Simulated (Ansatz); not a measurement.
## Ideal shear of a crystal plane in SnO2

Method: DFT r2SCAN, scalar-relativistic, plane waves, PAW in Ansatz. Settings: plane waves to 500 eV, k-mesh 8×6×3 (Γ-centred), Gaussian smearing 0.05 eV. No spin polarisation. Energies are free energies at this smearing, counted from the undisturbed cell; pressure is positive in compression.

Reference structure (relaxed at this level):

```yaml
crystal:
  lattice:
    - [0.00000, 0.00000, -3.20071]
    - [-4.75982, 0.00000, 0.00000]
    - [0.00000, 9.52012, 0.00000]
  atoms:
    - { symbol: Sn, position: [0.50000, 0.50000, 0.20150] }
    - { symbol: Sn, position: [0.50000, 0.50000, 0.70150] }
    - { symbol: Sn, position: [0.00000, 0.00000, 0.45150] }
    - { symbol: Sn, position: [0.00000, 0.00000, 0.95150] }
    - { symbol: O, position: [0.00000, 0.69414, 0.10448] }
    - { symbol: O, position: [0.00000, 0.69414, 0.60448] }
    - { symbol: O, position: [0.50000, 0.19414, 0.04852] }
    - { symbol: O, position: [0.50000, 0.19414, 0.54852] }
    - { symbol: O, position: [0.50000, 0.80586, 0.35448] }
    - { symbol: O, position: [0.50000, 0.80586, 0.85448] }
    - { symbol: O, position: [0.00000, 0.30586, 0.29852] }
    - { symbol: O, position: [0.00000, 0.30586, 0.79852] }
```

The cut lies on the cell's a–b face, a (0 1 0) plane (indices in the standard cell, whose axes needn't be the Cartesian ones shown) of area 15.23 Å², between layers 0.92 Å apart. Vector c is tilted by f times 1·a + 0·b (length 3.201 Å) with the atoms' Cartesian places fixed: one unrelaxed fault a cell. The traction is dγ/du, the slope of γ against the slip u in Å. Some rows repeat others by symmetry and weren't run.

| f | γ (mJ/m²) | traction (GPa) |
| --- | --- | --- |
| 0.0000 | 0 | 0.0 |
| 0.1000 | 650 | 43.7 |
| 0.2000 | 3131 | 117.2 |
| 0.3000 | 8294 | 200.5 |
| 0.4000 | 14904 | 184.8 |
| 0.5000 | 18203 | 0.0 |
| 0.6000 | 14904 | -184.8 |
| 0.7000 | 8294 | -200.5 |
| 0.8000 | 3131 | -117.2 |
| 0.9000 | 650 | -43.7 |

Question: Read off the first barrier and the stress needed to climb it, and compare with Frenkel's sinusoid.

Answer: The first sampled maximum lies at f = 0.500, a slip of 1.60 Å, with γ ≈ 18203 mJ/m², which stands in for the unstable fault energy γ_us, and the steepest sampled slope before it is 200.5 GPa. A sinusoid γ = γ_us sin²(πu/λ) with its maximum there has λ = 3.20 Å and a largest slope πγ_us/λ = 178.7 GPa (1 mJ/m² per Å = 0.01 GPa). The stand-in is too high: the stress and forces give a traction of 620.9 GPa across the line at this point, so it is no saddle, and slip that bends off the line crosses lower.

Question: Is there a metastable fault on this line?

Answer: Apart from points where γ returns to about zero, no local minimum shows among the samples, so at this sampling the line offers no fault for a dislocation to split on; a fault can still lie off the line.

The cut is rigid; relaxing the faces lowers these energies and usually the stresses.

Cost: 6 runs of about 5.7 core-minutes in all, on Intel Xeon 6975P-C (Granite Rapids) (shared hosts).